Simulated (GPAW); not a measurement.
# C (Fd-3m) in GPAW: a series of runs

The runs below take C through equation of state, with BP86, PBE.

Everything below comes from runs of GPAW 26.7.0. Logs are shortened: lines on timing, memory, paths and dates and some standing lists are left out, and cuts for length are marked. The log counts tension as positive stress, the text compression.

**Experimental background.**

“Equation of state of cubic boron nitride at high pressures and temperatures”, 2007, arxiv:cond-mat/0702656 quotes, for a bulk crystal of C: bulk modulus 442 ± 5 GPa; bulk modulus 444.8 ± 0.8 GPa.

The results are compared with them further down.

## (1) Starting point

It takes space group Fd-3m (No. 227, cubic). The conventional cell has a = 3.567 Å, b = 3.567 Å, c = 3.567 Å, α = 90.00°, β = 90.00°, γ = 90.00°. C (site symmetry -43m) has 4 C at 1.54 Å as nearest neighbours.

This isn't the form of C at room conditions, which is graphite.

## (2) Equation of state, BP86

The input, run.py:

```python
from ase.eos import EquationOfState
from ase.io import Trajectory
from ase.spacegroup import crystal
from ase.units import GPa
from gpaw import GPAW, PW, setup_paths

setup_paths.insert(0, '.')

# C 8a
atoms = crystal(['C'],
                basis=[[0.25, 0.25, 0.25]],
                spacegroup=227, setting=1,  # Fd-3m
                cellpar=[3.56674, 3.56674, 3.56674, 90.0, 90.0, 90.0],
                primitive_cell=True)

traj = Trajectory('eos.traj', 'w')
volumes, energies = [], []
for x in [0.94, 0.96, 0.98, 1.0, 1.02, 1.04, 1.06]:
    a = atoms.copy()
    a.set_cell(atoms.cell * x**(1 / 3), scale_atoms=True)
    calc = GPAW(mode=PW(800),
                xc='GGA_X_B88+GGA_C_P86',
                kpts={'size': (10, 10, 10), 'gamma': True},
                occupations={'name': 'fermi-dirac', 'width': 0.05},
                nbands=11,
                convergence={'density': 1e-05, 'energy': 1e-05},
                maxiter=150,
                txt=f'eos-{x:.2f}.txt')
    a.calc = calc
    energies.append(a.get_potential_energy(force_consistent=True))
    volumes.append(a.get_volume())
    p = -a.get_stress()[:3].mean() / GPa
    calc.write(f'eos-{x:.2f}.gpw')
    traj.write(a)
    print(f'{x:.2f} {volumes[-1]:10.4f} A^3 {energies[-1]:14.6f} eV {p:9.3f} GPa', flush=True)

v0, e0, B = EquationOfState(volumes, energies, eos='birchmurnaghan').fit()
print(f'V0 = {v0:.4f} A^3, E0 = {e0:.6f} eV, B0 = {B / GPa:.2f} GPa')
```

Potentials or basis: PAW data sets generated in the run's folder for this functional, pw.

Command:

```
> gpaw-setup -f GGA_X_B88+GGA_C_P86 C
> OMP_NUM_THREADS=1 python run.py
```

Output:

```text
__  _  _
 | _ |_)|_||  |
 |__||  | ||/\| - 26.7.0

Input parameters:
  mode=PW(ecut=800.0),
  convergence={'density': 1e-05, 'energy': 1e-05},
  kpts=MonkhorstPack(size=(10, 10, 10), gamma=True),
  maxiter=150,
  nbands=11,
  occupations=Occupations(name='fermi-dirac', width=0.05),
  xc=XC(name='GGA_X_B88+GGA_C_P86')

Diagonalizing LCAO Hamiltonian
Converting LCAO to pw mode

          C
       C

Atoms  # Å, Bohr magnetons
|   | symbol |        x |        y |        z |    initial magnetic moments |
|---|--------|----------|----------|----------|-----------------------------|
| 0 |      C | 0.873482 | 0.873482 | 0.873482 | ( 0.0000,  0.0000,  0.0000) |
| 1 |      C | 0.000000 | 0.000000 | 0.000000 | ( 0.0000,  0.0000,  0.0000) |

Unit cell  # Å
| periodic |        x |        y |        z |  lengths |    angles |
|----------|----------|----------|----------|----------|-----------|
|      yes | 0.000000 | 1.746964 | 1.746964 | 2.470581 | 60.000000 |
|      yes | 1.746964 | 0.000000 | 1.746964 | 2.470581 | 60.000000 |
|      yes | 1.746964 | 1.746964 | 0.000000 | 2.470581 | 60.000000 |

Number of symmetries: 24
Symmetry operations  # r_c * U_cc + t_c -> r_c
|    | kind |            matrix            |
|----|------|------------------------------|
|  0 |  E   |  1, 0, 0,  0, 1, 0,  0, 0, 1 |
|  1 |  σ   |  1, 0, 0,  0, 0, 1,  0, 1, 0 |
|  2 |  σ   |  1, 0,-1,  0, 1,-1,  0, 0,-1 |
|  3 |  C3  |  1, 0,-1,  0, 0,-1,  0, 1,-1 |
|  4 |  C3  |  1,-1, 0,  0,-1, 1,  0,-1, 0 |
|  5 |  σ   |  1,-1, 0,  0,-1, 0,  0,-1, 1 |
|  6 |  σ   |  0, 1, 0,  1, 0, 0,  0, 0, 1 |
|  7 |  C3  |  0, 1, 0,  0, 0, 1,  1, 0, 0 |
|  8 |  C2  |  0, 1,-1,  1, 0,-1,  0, 0,-1 |
|  9 |  S4  |  0, 1,-1,  0, 0,-1,  1, 0,-1 |
| 10 |  C3  |  0, 0, 1,  1, 0, 0,  0, 1, 0 |
| 11 |  σ   |  0, 0, 1,  0, 1, 0,  1, 0, 0 |
| 12 |  S4  |  0, 0,-1,  1, 0,-1,  0, 1,-1 |
| 13 |  C3  |  0, 0,-1,  0, 1,-1,  1, 0,-1 |
| 14 |  S4  |  0,-1, 1,  1,-1, 0,  0,-1, 0 |
| 15 |  C2  |  0,-1, 1,  0,-1, 0,  1,-1, 0 |
| 16 |  C3  |  0,-1, 0,  1,-1, 0,  0,-1, 1 |
| 17 |  S4  |  0,-1, 0,  0,-1, 1,  1,-1, 0 |
| 18 |  S4  | -1, 1, 0, -1, 0, 1, -1, 0, 0 |
| 19 |  C3  | -1, 1, 0, -1, 0, 0, -1, 0, 1 |
| 20 |  C3  | -1, 0, 1, -1, 1, 0, -1, 0, 0 |
| 21 |  S4  | -1, 0, 1, -1, 0, 0, -1, 1, 0 |
| 22 |  σ   | -1, 0, 0, -1, 1, 0, -1, 0, 1 |
| 23 |  C2  | -1, 0, 0, -1, 0, 1, -1, 1, 0 |

BZ-sampling:
  Number of BZ points: 1000
  Number of IBZ points: 47

  Monkhorst-Pack size: [10, 10, 10]
  Monkhorst-Pack shift: [0.05, 0.05, 0.05]

K-points  # in reciprocal-cell coordinates
|     |                                coordinates |     weight |
|-----|--------------------------------------------|------------|
|   0 | (  0.00000000,   0.00000000,   0.00000000) | 0.00100000 |
|   1 | (  0.10000000,   0.10000000,   0.00000000) | 0.00600000 |
|   2 | (  0.10000000,   0.10000000,   0.10000000) | 0.00800000 |
|   3 | (  0.20000000,   0.10000000,   0.10000000) | 0.01200000 |
|   4 | (  0.20000000,   0.20000000,   0.00000000) | 0.00600000 |
|   5 | (  0.20000000,   0.20000000,   0.10000000) | 0.02400000 |
|   6 | (  0.20000000,   0.20000000,   0.20000000) | 0.00800000 |
|   7 | (  0.30000000,   0.20000000,   0.10000000) | 0.02400000 |
|   8 | (  0.30000000,   0.20000000,   0.20000000) | 0.02400000 |
|   9 | (  0.30000000,   0.30000000,   0.00000000) | 0.00600000 |
| ... |                                            |            |
|  46 | (  0.50000000,   0.50000000,   0.50000000) | 0.00400000 |

Plane wave coefficients: 568
Cutoff: 800.0 eV

Spin-components: 1 (collinear spins)
Bands:           11
Projectors:      10
Spin-degeneracy: 2
Datatype:        complex128

Parallelization:
  kpt:    1
  domain: 1
  band:   1

Density:
  Valence electrons: 8.0
  Components: 1
  Grid points: [18 18 18]
  Charge: 0.0  # |e|

Potential:
  Grid points: [18 18 18]

species:
  C:
    name:    Carbon
    Z:       6.0
    valence: 4
    core:    2
    charge:  0.0  # [|e|]
    compensation charges:
      type: gauss
      rc: 0.20  # [Å]
      lmax: 2
    cutoffs:
      filter: 1.14  # [Å]
      core: 1.14  # [Å]
    projectors
    | kind |    occ | energy [eV] | rcut [Å] |
    |------|--------|-------------|----------|
    |   2s |  2.000 |     -13.856 |    0.635 |
    |   2p |  2.000 |      -5.379 |    0.635 |
    |    s |        |      13.355 |    0.635 |
    |    p |        |      21.833 |    0.635 |
    |    d |        |       0.000 |    0.635 |

    Using partial waves for C as LCAO basis

Reference energy: -2058.030672  # eV

eigensolver:
  PPCG
  Converge bands: occupied
  niter=2

density mixing:
  MSR1-Mixer
  Pratt-step length: 0.05
  Maximum mixing coefficient: 0.75
  Old densities: 10
  SVD Regularization: 0.005
  Good broyden scale: 1.0
  Trust region scale: 1.0
  Backstep threshold: 4.0
  History deletion threshold: 6.0
  Fourier metric: weight=20.0, sigma=0.015

occupation numbers:
  Fermi-Dirac:
    width: 0.0500  # eV

poisson solver:
  ecut: 6400.0  # eV

xc functional:
  name: GGA_X_B88+GGA_C_P86 with 2 nearest neighbor stencil

convergence criteria:
- Maximum integral of absolute [dens]ity change: 1e-05 electrons / valence electron
- Maximum [total energy] change in last 3 cyles: 1e-05 eV / valence electron
- Maximum integral of absolute [eigenst]ate change: 4e-08 eV^2 / valence electron
maximum number of iterations: 150

SCF iterations
|iter     | |      energy | eigst |  dens |
|---------|-|-------------|-------|-------|
|iter:   1| |  -18.359539 | +0.20 |       |
|iter:   2| |  -18.274006 | -2.72 | -0.77 |
|iter:   3| |  -17.725964 | -1.42 | -0.80 |
|iter:   4| |  -17.718230 | -2.58 | -1.46 |
|iter:   5| |  -17.718928 | -4.57 | -2.20 |
|iter:   6| |  -17.718934 | -6.59 | -3.34 |
|iter:   7| |  -17.718934c| -8.26c| -4.13 |
|iter:   8| |  -17.718934c| -8.71c| -5.27c|

Converged in 8 steps
Energy contributions relative to reference atoms: (reference = -2058.030672)

Energy contributions:
  Kinetic:          23.860019
  Coulomb:         -21.278383
  Zero:              0.043132
  External:          0.000000
  Xc:              -20.343702
  Entropy:          -0.000000
  Spinorbit:         0.000000
  ----------------------------
  Free energy:     -17.718934
  Extrapolated:    -17.718934

dipole moment: (-8.785797, -8.785797, -8.785797)  # |e|*Ang

Fermi level: 14.907
Eigenvalues  # (at kpt = [0.000, 0.000, 0.000])
| band index |      eig [eV] | occ [0-2] |
|------------|---------------|-----------|
|          0 |        -9.225 |     2.000 |
|          1 |        13.064 |     2.000 |
|          2 |        13.064 |     2.000 |
|          3 |        13.064 |     2.000 |
|          4 |        18.876 |     0.000 |
|          5 |        18.876 |     0.000 |
|          6 |        18.876 |     0.000 |
|          7 |        27.826 |     0.000 |
|          8 |        33.236 |     0.000 |
|          9 |        40.455 |     0.000 |
|         10 |        41.079 |     0.000 |

Gap: 4.358 eV
Transition (v -> c):
  (s=0, k=0, n=3, [0.00, 0.00, 0.00]) -> (s=0, k=24, n=4, [0.40, 0.40, 0.00])
Direct/indirect transitions are different
Direct gap: 5.811 eV
Transition at: (s=0, k=0, n=3, [0.00, 0.00, 0.00])

Stress tensor  # eV/Ang^3
|         x |         y |         z |
|-----------|-----------|-----------|
| -0.218717 | -0.000000 | -0.000000 |
| -0.000000 | -0.218717 |  0.000000 |
| -0.000000 |  0.000000 | -0.218717 |

# Writing to eos-0.94.gpw (mode='')
```

Wall time 47 s (1 thread of Intel Xeon Platinum 8488C (Sapphire Rapids), shared host); peak memory 0.18 GiB.

What came out:

| Item | Value |
| --- | --- |
| Equilibrium volume | 5.74 Å³/atom |
| Bulk modulus | 424 GPa |
| Pressure derivative of the bulk modulus | 3.8 |

Energy against volume, from the lowest point:
| volume (Å³/atom) | energy (meV/atom) |
| --- | --- |
| 5.332 | 42.82 |
| 5.445 | 21.35 |
| 5.558 | 7.57 |
| 5.672 | 0.65 |
| 5.785 | 0.00 |
| 5.899 | 5.13 |
| 6.012 | 15.44 |

## (3) Equation of state, PBE

Changes to run.py since step 2:

```diff
@@ -1,4 +1,3 @@
 from ase.eos import EquationOfState
-from ase.io import Trajectory
-from ase.spacegroup import crystal
+from ase.io import Trajectory, read
 from ase.units import GPa
@@ -8,8 +7,3 @@
 
-# C 8a
-atoms = crystal(['C'],
-                basis=[[0.25, 0.25, 0.25]],
-                spacegroup=227, setting=1,  # Fd-3m
-                cellpar=[3.56674, 3.56674, 3.56674, 90.0, 90.0, 90.0],
-                primitive_cell=True)
+atoms = read('POSCAR')
 
@@ -20,7 +14,8 @@
     a.set_cell(atoms.cell * x**(1 / 3), scale_atoms=True)
-    calc = GPAW(mode=PW(800),
-                xc='GGA_X_B88+GGA_C_P86',
+    calc = GPAW(mode=PW(1100),
+                xc='PBE',
                 kpts={'size': (10, 10, 10), 'gamma': True},
                 occupations={'name': 'fermi-dirac', 'width': 0.05},
-                nbands=11,
+                setups='sg15',
+                nbands=-7,
                 convergence={'density': 1e-05, 'energy': 1e-05},
```

The input, POSCAR:

```
C
1.0
    0.0000000000      1.7833700000      1.7833700000
    1.7833700000      0.0000000000      1.7833700000
    1.7833700000      1.7833700000      0.0000000000
C
2
Direct
    0.7500000000      0.7500000000      0.7500000000
    0.5000000000      0.5000000000      0.5000000000
```

Potentials or basis: SG15 ONCV 1.2, pw.

Command:

```
> OMP_NUM_THREADS=1 python run.py
```

Output:

```text
__  _  _
 | _ |_)|_||  |
 |__||  | ||/\| - 26.7.0

Input parameters:
  mode=PW(ecut=1100.0),
  convergence={'density': 1e-05, 'energy': 1e-05},
  kpts=MonkhorstPack(size=(10, 10, 10), gamma=True),
  maxiter=150,
  nbands=-7,
  occupations=Occupations(name='fermi-dirac', width=0.05),
  setups={'default': 'sg15'},
  xc=XC(name='PBE')

Diagonalizing LCAO Hamiltonian
Converting LCAO to pw mode

          C
       C

Atoms  # Å, Bohr magnetons
|   | symbol |        x |        y |        z |    initial magnetic moments |
|---|--------|----------|----------|----------|-----------------------------|
| 0 |      C | 2.620447 | 2.620447 | 2.620447 | ( 0.0000,  0.0000,  0.0000) |
| 1 |      C | 1.746964 | 1.746964 | 1.746964 | ( 0.0000,  0.0000,  0.0000) |

Unit cell  # Å
| periodic |        x |        y |        z |  lengths |    angles |
|----------|----------|----------|----------|----------|-----------|
|      yes | 0.000000 | 1.746964 | 1.746964 | 2.470581 | 60.000000 |
|      yes | 1.746964 | 0.000000 | 1.746964 | 2.470581 | 60.000000 |
|      yes | 1.746964 | 1.746964 | 0.000000 | 2.470581 | 60.000000 |

Number of symmetries: 24
Symmetry operations  # r_c * U_cc + t_c -> r_c
|    | kind |            matrix            |
|----|------|------------------------------|
|  0 |  E   |  1, 0, 0,  0, 1, 0,  0, 0, 1 |
|  1 |  σ   |  1, 0, 0,  0, 0, 1,  0, 1, 0 |
|  2 |  σ   |  1, 0,-1,  0, 1,-1,  0, 0,-1 |
|  3 |  C3  |  1, 0,-1,  0, 0,-1,  0, 1,-1 |
|  4 |  C3  |  1,-1, 0,  0,-1, 1,  0,-1, 0 |
|  5 |  σ   |  1,-1, 0,  0,-1, 0,  0,-1, 1 |
|  6 |  σ   |  0, 1, 0,  1, 0, 0,  0, 0, 1 |
[... 116 lines left out ...]

convergence criteria:
- Maximum integral of absolute [dens]ity change: 1e-05 electrons / valence electron
- Maximum [total energy] change in last 3 cyles: 1e-05 eV / valence electron
- Maximum integral of absolute [eigenst]ate change: 4e-08 eV^2 / valence electron
maximum number of iterations: 150

SCF iterations
|iter     | |      energy | eigst |  dens |
|---------|-|-------------|-------|-------|
|iter:   1| | -310.784700 | +0.43 |       |
|iter:   2| | -310.688936 | -1.50 | -0.76 |
|iter:   3| | -309.999383 | -1.13 | -0.78 |
|iter:   4| | -309.981760 | -2.22 | -1.43 |
|iter:   5| | -309.981557 | -4.35 | -2.10 |
|iter:   6| | -309.981557 | -6.49 | -3.47 |
|iter:   7| | -309.981557c| -7.81c| -4.17 |
|iter:   8| | -309.981557c| -8.85c| -5.35c|

Converged in 8 steps
Energy contributions relative to reference atoms: (reference = 0.000000)

Energy contributions:
  Kinetic:         241.645568
  Coulomb:        -444.992590
  Zero:             -8.413620
  External:          0.000000
  Xc:              -98.220916
  Entropy:           0.000000
  Spinorbit:         0.000000
  ----------------------------
  Free energy:    -309.981557
  Extrapolated:   -309.981557

dipole moment: (2.118784, 2.118784, 2.118784)  # |e|*Ang

Fermi level: 14.136
Eigenvalues  # (at kpt = [0.000, 0.000, 0.000])
| band index |      eig [eV] | occ [0-2] |
|------------|---------------|-----------|
|          0 |       -10.047 |     2.000 |
|          1 |        12.230 |     2.000 |
|          2 |        12.230 |     2.000 |
|          3 |        12.230 |     2.000 |
|          4 |        18.002 |     0.000 |
|          5 |        18.002 |     0.000 |
|          6 |        18.002 |     0.000 |
|          7 |        27.026 |     0.000 |
|          8 |        32.377 |     0.000 |
|          9 |        39.723 |     0.000 |
|         10 |        40.202 |     0.000 |

Gap: 4.358 eV
Transition (v -> c):
  (s=0, k=0, n=3, [0.00, 0.00, 0.00]) -> (s=0, k=24, n=4, [0.40, 0.40, 0.00])
Direct/indirect transitions are different
Direct gap: 5.772 eV
Transition at: (s=0, k=0, n=3, [0.00, 0.00, 0.00])

Stress tensor  # eV/Ang^3
|         x |         y |         z |
|-----------|-----------|-----------|
| -0.191390 |  0.000000 |  0.000000 |
|  0.000000 | -0.191390 |  0.000000 |
|  0.000000 |  0.000000 | -0.191390 |

# Writing to eos-0.94.gpw (mode='')
```

stdout:

```text
0.94    10.6631 A^3    -309.981557 eV    30.664 GPa
0.96    10.8899 A^3    -310.017045 eV    19.681 GPa
0.98    11.1168 A^3    -310.037816 eV     9.692 GPa
1.00    11.3437 A^3    -310.044979 eV     0.587 GPa
1.02    11.5706 A^3    -310.039895 eV    -7.700 GPa
1.04    11.7974 A^3    -310.023644 eV   -15.245 GPa
1.06    12.0243 A^3    -309.997193 eV   -22.113 GPa
V0 = 11.3598 A^3, E0 = -310.045015 eV, B0 = 431.10 GPa
```

It took 46 s on 1 thread of Intel Xeon Platinum 8488C (Sapphire Rapids), shared host; peak memory 0.2 GiB.

Results:

```
Equilibrium volume                      : 5.68 Å³/atom
Bulk modulus                            : 431 GPa
Pressure derivative of the bulk modulus : 3.7
```

Energy against volume, from the lowest point:
```
volume (Å³/atom)  energy (meV/atom)
           5.332              31.71
           5.445              13.97
           5.558               3.58
           5.672               0.00
           5.785               2.54
           5.899              10.67
           6.012              23.89
```

## (4) Comparison with measurements

Step 2. Measured bulk modulus of C: 442 GPa (quoted in “Equation of state of cubic boron nitride at high pressures and temperatures”, 2007, arxiv:cond-mat/0702656). This calculation gives 424 GPa (-4.0 %). 3 values of this kind are on record (442 to 444.8 GPa); this one was drawn at random among those near their median, those with a stated uncertainty first. The fit is for a static lattice scaled at fixed shape and fixed fractional positions. The cell as given is a measured one (5.67 Å³/atom); BP86 puts the equilibrium volume +1.2 % from it, thermal expansion not counted.

Step 3. Against the measured bulk modulus of C, 444.8 GPa (quoted in “Equation of state of cubic boron nitride at high pressures and temperatures”, 2007, arxiv:cond-mat/0702656), the calculated 431 GPa is off by -3.1 %. 3 values of this kind are on record (442 to 444.8 GPa); this one was drawn at random among those near their median, those with a stated uncertainty first. The fit is for a static lattice scaled at fixed shape and fixed fractional positions. The cell as given is a measured one (5.67 Å³/atom); PBE puts the equilibrium volume +0.1 % from it, thermal expansion not counted.
